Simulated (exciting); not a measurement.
# Ge (Fd-3m) in exciting: settings compared

One crystal, Ge, is run at these levels: LDA-Wigner+TS, PBEsol; tasks: single point.

Program: exciting (release sodium). These are calculated values, not measurements. Logs are shortened: lines on timing, memory, paths and dates and some standing lists are left out, and cuts for length are marked.

**Measured values to compare with.**

“Temperature-dependent photoluminescence in Ge: experiment and theory”, 2020, arxiv:2003.00143 reports, for a bulk crystal of Ge at 0 K: band gap 0.744 eV (indirect).

The runs below are set against these values where they give the same quantity.

### 1 The crystal as given

The structure is cubic, space group Fd-3m (No. 227). The conventional cell has a = 5.658 Å, b = 5.658 Å, c = 5.658 Å, α = 90.00°, β = 90.00°, γ = 90.00°. Ge (site symmetry -43m) has 4 Ge at 2.45 Å as nearest neighbours.

### 2 Single point, LDA-Wigner+TS

input.xml

```xml
<input>
  <title>Ge</title>
  <structure speciespath="./" tshift="false">
    <crystal scale="7.5601949712">
      <basevect>0.000000000000 0.707106781185 0.707106781185</basevect>
      <basevect>0.707106781185 0.000000000000 0.707106781185</basevect>
      <basevect>0.707106781185 0.707106781185 0.000000000000</basevect>
    </crystal>
    <species speciesfile="Ge.xml" rmt="2">
      <atom coord="0.750000000000 0.750000000000 0.750000000000"/>
      <atom coord="0.500000000000 0.500000000000 0.500000000000"/>
    </species>
  </structure>
  <groundstate do="fromscratch" ngridk="8 8 8" rgkmax="9" gmaxvr="14" lmaxapw="10" lmaxmat="10" lmaxvr="8" stype="Fermi Dirac" swidth="0.00183747" nempty="10" ValenceRelativity="iora*" epsengy="1e-05" epspot="1e-05" maxscl="60" tforce="true" outputlevel="low" vdWcorrection="TSvdW">
    <libxc exchange="XC_LDA_X" correlation="XC_LDA_C_WIGNER"/>
  </groundstate>
  <properties>
    <chargedensityplot>
      <plot3d>
        <box grid="21 21 21">
          <origin coord="0 0 0"/>
          <point coord="1 0 0"/>
          <point coord="0 1 0"/>
          <point coord="0 0 1"/>
        </box>
      </plot3d>
    </chargedensityplot>
    <elfplot>
      <plot3d>
        <box grid="21 21 21">
          <origin coord="0 0 0"/>
          <point coord="1 0 0"/>
          <point coord="0 1 0"/>
          <point coord="0 0 1"/>
        </box>
      </plot3d>
    </elfplot>
    <exccplot>
      <plot3d>
        <box grid="21 21 21">
          <origin coord="0 0 0"/>
          <point coord="1 0 0"/>
          <point coord="0 1 0"/>
          <point coord="0 0 1"/>
        </box>
      </plot3d>
    </exccplot>
    <TSvdW/>
  </properties>
</input>
```

Potentials or basis: all-electron LAPW+lo, shipped species files, valence relativity iora*.

Command:

```console
$ OMP_NUM_THREADS=1 exciting_smp
```

INFO.OUT:

```text
================================================================================
EXCITING SODIUM started
[... 10 lines left out ...]

 Lattice vectors (cartesian) :
      0.0000000000      5.3458651312      5.3458651312
      5.3458651312      0.0000000000      5.3458651312
      5.3458651312      5.3458651312      0.0000000000

 Reciprocal lattice vectors (cartesian) :
     -0.5876677725      0.5876677725      0.5876677725
      0.5876677725     -0.5876677725      0.5876677725
      0.5876677725      0.5876677725     -0.5876677725

 Unit cell volume                           :     305.5511969862
 Brillouin zone volume                      :       0.8118122786

 Species :    1 (Ge)
     parameters loaded from                 :    Ge.xml
     name                                   :    germanium

     atomic positions (lattice) :
       1 :   0.75000000  0.75000000  0.75000000
       2 :   0.50000000  0.50000000  0.50000000

 Total number of atoms per unit cell        :       2

 Spin treatment                             :    spin-unpolarised

 Number of Bravais lattice symmetries       :      48
 Number of crystal symmetries               :      24

 k-point grid                               :       8    8    8
 Total number of k-points                   :      43
 k-point set is reduced with crystal symmetries

 R^MT_min * |G+k|_max (rgkmax)              :       9.00000000

 G-vector grid sizes                        :      36    36    36
 Total number of G-vectors                  :   14163

 Total nuclear charge                       :     -64.00000000
 Total electronic charge                    :      64.00000000

 Number of empty states                     :      10
 Total number of valence states             :      25

 Exchange-correlation type                  :     100
     libxc; exchange: Slater exchange; correlation: Wigner (see libxc for references)

 Smearing scheme                            :    Fermi-Dirac
[... 7 lines left out ...]
* Groundstate module started                                                   *
********************************************************************************
 Output level for this task is set to low

++++++++++++++++++++++++++++++++++++++++++++++++++++++++++++++++++++++++++++++++
[... 5 lines left out ...]
+ SCF iteration number :    1                                                  +
++++++++++++++++++++++++++++++++++++++++++++++++++++++++++++++++++++++++++++++++
 Total energy                               :     -4185.24360191
 _______________________________________________________________
 Fermi energy                               :         0.19918976
 DOS at Fermi energy (states/Ha/cell)       :         2.05371677
 Electron charge: Core leakage              :         0.00685807

++++++++++++++++++++++++++++++++++++++++++++++++++++++++++++++++++++++++++++++++
+ SCF iteration number :    2                                                  +
++++++++++++++++++++++++++++++++++++++++++++++++++++++++++++++++++++++++++++++++
 Total energy                               :     -4188.41843054
 _______________________________________________________________
 Fermi energy                               :         0.19996967
 DOS at Fermi energy (states/Ha/cell)       :         2.40887600
 Electron charge: Core leakage              :         0.00673344

 RMS change in effective potential (target) :  0.260563E-01  ( 0.100000E-04)
 Absolute change in total energy   (target) :   3.17483      ( 0.100000E-04)
 Charge distance                   (target) :  0.223638E-02  ( 0.100000E-04)
 Abs. change in max-nonIBS-force   (target) :   0.00000      ( 0.500000E-04)

++++++++++++++++++++++++++++++++++++++++++++++++++++++++++++++++++++++++++++++++
+ SCF iteration number :    3                                                  +
++++++++++++++++++++++++++++++++++++++++++++++++++++++++++++++++++++++++++++++++
 Total energy                               :     -4189.60676913
 _______________________________________________________________
 Fermi energy                               :         0.20103565
 DOS at Fermi energy (states/Ha/cell)       :         2.81744072
 Electron charge: Core leakage              :         0.00667863

 RMS change in effective potential (target) :  0.178590E-01  ( 0.100000E-04)
 Absolute change in total energy   (target) :   1.18834      ( 0.100000E-04)
 Charge distance                   (target) :  0.115792E-02  ( 0.100000E-04)
 Abs. change in max-nonIBS-force   (target) :   0.00000      ( 0.500000E-04)

++++++++++++++++++++++++++++++++++++++++++++++++++++++++++++++++++++++++++++++++
+ SCF iteration number :    4                                                  +
++++++++++++++++++++++++++++++++++++++++++++++++++++++++++++++++++++++++++++++++
 Total energy                               :     -4189.85126435
 _______________________________________________________________
 Fermi energy                               :         0.20225860
 DOS at Fermi energy (states/Ha/cell)       :         3.54154839
 Electron charge: Core leakage              :         0.00663883

 RMS change in effective potential (target) :  0.160279E-02  ( 0.100000E-04)
 Absolute change in total energy   (target) :  0.244495      ( 0.100000E-04)
 Charge distance                   (target) :  0.118928E-02  ( 0.100000E-04)
 Abs. change in max-nonIBS-force   (target) :   0.00000      ( 0.500000E-04)

++++++++++++++++++++++++++++++++++++++++++++++++++++++++++++++++++++++++++++++++
+ SCF iteration number :    5                                                  +
++++++++++++++++++++++++++++++++++++++++++++++++++++++++++++++++++++++++++++++++
 Total energy                               :     -4190.02476165
 _______________________________________________________________
 Fermi energy                               :         0.20302258
 DOS at Fermi energy (states/Ha/cell)       :         3.62668492
 Electron charge: Core leakage              :         0.00663066

 RMS change in effective potential (target) :  0.301337E-03  ( 0.100000E-04)
 Absolute change in total energy   (target) :  0.173497      ( 0.100000E-04)
 Charge distance                   (target) :  0.353220E-03  ( 0.100000E-04)
 Abs. change in max-nonIBS-force   (target) :   0.00000      ( 0.500000E-04)

++++++++++++++++++++++++++++++++++++++++++++++++++++++++++++++++++++++++++++++++
+ SCF iteration number :    6                                                  +
++++++++++++++++++++++++++++++++++++++++++++++++++++++++++++++++++++++++++++++++
 Total energy                               :     -4190.03538534
 _______________________________________________________________
 Fermi energy                               :         0.20279046
 DOS at Fermi energy (states/Ha/cell)       :         3.60289225
 Electron charge: Core leakage              :         0.00663071

 RMS change in effective potential (target) :  0.530230E-04  ( 0.100000E-04)
 Absolute change in total energy   (target) :  0.106237E-01  ( 0.100000E-04)
 Charge distance                   (target) :  0.739313E-04  ( 0.100000E-04)
 Abs. change in max-nonIBS-force   (target) :   0.00000      ( 0.500000E-04)

++++++++++++++++++++++++++++++++++++++++++++++++++++++++++++++++++++++++++++++++
+ SCF iteration number :    7                                                  +
++++++++++++++++++++++++++++++++++++++++++++++++++++++++++++++++++++++++++++++++
 Total energy                               :     -4190.02503195
 _______________________________________________________________
 Fermi energy                               :         0.20279415
 DOS at Fermi energy (states/Ha/cell)       :         3.60295687
 Electron charge: Core leakage              :         0.00663111

 RMS change in effective potential (target) :  0.657022E-05  ( 0.100000E-04)
 Absolute change in total energy   (target) :  0.103534E-01  ( 0.100000E-04)
 Charge distance                   (target) :  0.615682E-05  ( 0.100000E-04)
 Abs. change in max-nonIBS-force   (target) :   0.00000      ( 0.500000E-04)

++++++++++++++++++++++++++++++++++++++++++++++++++++++++++++++++++++++++++++++++
+ SCF iteration number :    8                                                  +
++++++++++++++++++++++++++++++++++++++++++++++++++++++++++++++++++++++++++++++++
 Total energy                               :     -4190.02609077
 _______________________________________________________________
 Fermi energy                               :         0.20279404
 DOS at Fermi energy (states/Ha/cell)       :         3.60296891
 Electron charge: Core leakage              :         0.00663107

 RMS change in effective potential (target) :  0.337162E-06  ( 0.100000E-04)
 Absolute change in total energy   (target) :  0.105882E-02  ( 0.100000E-04)
 Charge distance                   (target) :  0.670566E-06  ( 0.100000E-04)
 Abs. change in max-nonIBS-force   (target) :   0.00000      ( 0.500000E-04)

++++++++++++++++++++++++++++++++++++++++++++++++++++++++++++++++++++++++++++++++
+ SCF iteration number :    9                                                  +
++++++++++++++++++++++++++++++++++++++++++++++++++++++++++++++++++++++++++++++++
 Total energy                               :     -4190.02608138
 _______________________________________________________________
 Fermi energy                               :         0.20279406
 DOS at Fermi energy (states/Ha/cell)       :         3.60297235
 Electron charge: Core leakage              :         0.00663107

 RMS change in effective potential (target) :  0.244188E-06  ( 0.100000E-04)
 Absolute change in total energy   (target) :  0.938939E-05  ( 0.100000E-04)
 Charge distance                   (target) :  0.409428E-07  ( 0.100000E-04)
 Abs. change in max-nonIBS-force   (target) :   0.00000      ( 0.500000E-04)

++++++++++++++++++++++++++++++++++++++++++++++++++++++++++++++++++++++++++++++++
+ SCF iteration number :   10                                                  +
++++++++++++++++++++++++++++++++++++++++++++++++++++++++++++++++++++++++++++++++
 Total energy                               :     -4190.02607512
 _______________________________________________________________
 Fermi energy                               :         0.20279407
 DOS at Fermi energy (states/Ha/cell)       :         3.60297504
 Electron charge: Core leakage              :         0.00663107

 RMS change in effective potential (target) :  0.685563E-08  ( 0.100000E-04)
 Absolute change in total energy   (target) :  0.626046E-05  ( 0.100000E-04)
 Charge distance                   (target) :  0.190759E-07  ( 0.100000E-04)
 Abs. change in max-nonIBS-force   (target) :   0.00000      ( 0.500000E-04)

++++++++++++++++++++++++++++++++++++++++++++++++++++++++++++++++++++++++++++++++
| Convergency criteria checked for the last 2 iterations                       +
| Convergence targets achieved. Performing final SCF iteration                 +
++++++++++++++++++++++++++++++++++++++++++++++++++++++++++++++++++++++++++++++++
 Total energy                               :     -4190.04916316
 _______________________________________________________________
 Fermi energy                               :         0.20279407
 TS-vdW dispersion correction               :        -0.02308956
 DOS at Fermi energy (states/Ha/cell)       :         3.60297954
 Electron charge: Core leakage              :         0.00663107

++++++++++++++++++++++++++++++++++++++++++++++++++++++++++++++++++++++++++++++++
+ Self-consistent loop stopped                                                 +
++++++++++++++++++++++++++++++++++++++++++++++++++++++++++++++++++++++++++++++++
 STATE.OUT is written

--------------------------------------------------------------------------------
- Writing atomic positions and forces                                          -
--------------------------------------------------------------------------------

 Atomic positions (lattice) :
 atom     1  Ge  :     0.75000000    0.75000000    0.75000000
 atom     2  Ge  :     0.50000000    0.50000000    0.50000000

 Total atomic forces including IBS (cartesian) :
 atom     1  Ge  :     0.00000000    0.00000000   -0.00000000
 atom     2  Ge  :    -0.00000000    0.00000000    0.00000000

 Atomic force components including IBS (cartesian) :
 atom     1  Ge  :    -0.00000000    0.00000000    0.00000000   HF force
                 :    -0.00000000    0.00000000    0.00000000   core correction
                 :    -0.00000000   -0.00000000   -0.00000000   IBS correction
                 :     0.00000000   -0.00000000   -0.00000000   TS-vdW force
 atom     2  Ge  :     0.00000000   -0.00000000   -0.00000000   HF force
                 :     0.00000000   -0.00000000   -0.00000000   core correction
                 :     0.00000000    0.00000000    0.00000000   IBS correction
                 :    -0.00000000    0.00000000    0.00000000   TS-vdW force

********************************************************************************
* Groundstate module stopped                                                   *
********************************************************************************

================================================================================
| EXCITING SODIUM stopped                                                      =
================================================================================
```

Wall time 3.1 min (1 thread of Arm Neoverse V2, shared host); peak memory 0.14 GiB.

Results:

```
Free energy                : -114017.0473 eV
Band gap on the k mesh     : none (metal or under the smearing width)
Dispersion energy per atom : -0.314 eV
```

Levels at points of the mesh, in eV from the Fermi level:
```csv
k point,band 10,band 11,band 12,band 13,band 14,band 15,band 16,band 17,band 18,band 19
"(0.00, 0.00, 0.00)",-24.30,-12.80,-0.12,0.03,0.03,0.03,2.53,2.53,2.53,6.11
"(0.50, 0.00, 0.00)",-24.27,-10.70,-7.63,-1.38,-1.38,0.06,3.70,3.70,6.88,10.35
"(0.50, 0.50, 0.00)",-24.26,-8.91,-8.91,-3.07,-3.07,0.62,0.62,9.44,9.44,11.43
```

Caveat: the log's total energy holds no entropy term; the free energy is that total less TS from the occupations; this crystal is a semiconductor, whose small gap the functional closes, so the metal is an error of the method.

### 3 Single point, PBEsol

input.xml

```xml
<input>
  <title>Ge</title>
  <structure speciespath="./" tshift="false">
    <crystal scale="1">
      <basevect>0.000000000000 5.345865131215 5.345865131215</basevect>
      <basevect>5.345865131215 0.000000000000 5.345865131215</basevect>
      <basevect>5.345865131215 5.345865131215 0.000000000000</basevect>
    </crystal>
    <species speciesfile="Ge.xml" rmt="2">
      <atom coord="0.750000000000 0.750000000000 0.750000000000"/>
      <atom coord="0.500000000000 0.500000000000 0.500000000000"/>
    </species>
  </structure>
  <groundstate do="fromscratch" ngridk="5 5 5" rgkmax="8" gmaxvr="14" lmaxapw="10" lmaxmat="10" lmaxvr="8" xctype="GGA_PBE_SOL" stype="Gaussian" swidth="0.00036749" nempty="10" ValenceRelativity="iora*" epsengy="1e-05" epspot="1e-05" maxscl="60" tforce="true" outputlevel="low"/>
</input>
```

Potentials or basis: all-electron LAPW+lo, shipped species files, valence relativity iora*.

Command:

```console
$ OMP_NUM_THREADS=1 exciting_smp
```

Run time: 32 s. Hardware: 1 thread of AMD EPYC 7R43 (Zen 3), shared host; peak memory 0.14 GiB.

The run converged. Its results:

```
Free energy            : -114155.4572 eV
Band gap on the k mesh : none (metal or under the smearing width)
```

Levels at points of the mesh, in eV from the Fermi level:
```
           k point  band 12  band 13  band 14  band 15  band 16  band 17
(0.00, 0.00, 0.00)    -0.02     0.00     0.00     0.00     2.52     2.52
```

Caveat: the k mesh is coarse (spacing up to 0.38 Å⁻¹), so the values aren't converged; rgkmax is low for these elements, so energy differences scatter by about 1 meV per atom; this crystal is a semiconductor, whose small gap the functional closes, so the metal is an error of the method.

### 4 How close it comes

Step 2. A measured gap of Ge is 0.744 eV (indirect; 0 K; “Temperature-dependent photoluminescence in Ge: experiment and theory”, 2020, arxiv:2003.00143); the calculated 0.00 eV misses it by -0.74 eV. 3 values of this kind are on record (0.666 to 0.807 eV); this one was drawn at random among those near their median. Spin-orbit coupling on Ge is left out. The value is that of LDA-Wigner+TS on a finite k mesh, which can miss the band edges, without temperature or zero-point motion. Semilocal functionals fall short of measured gaps as a rule.
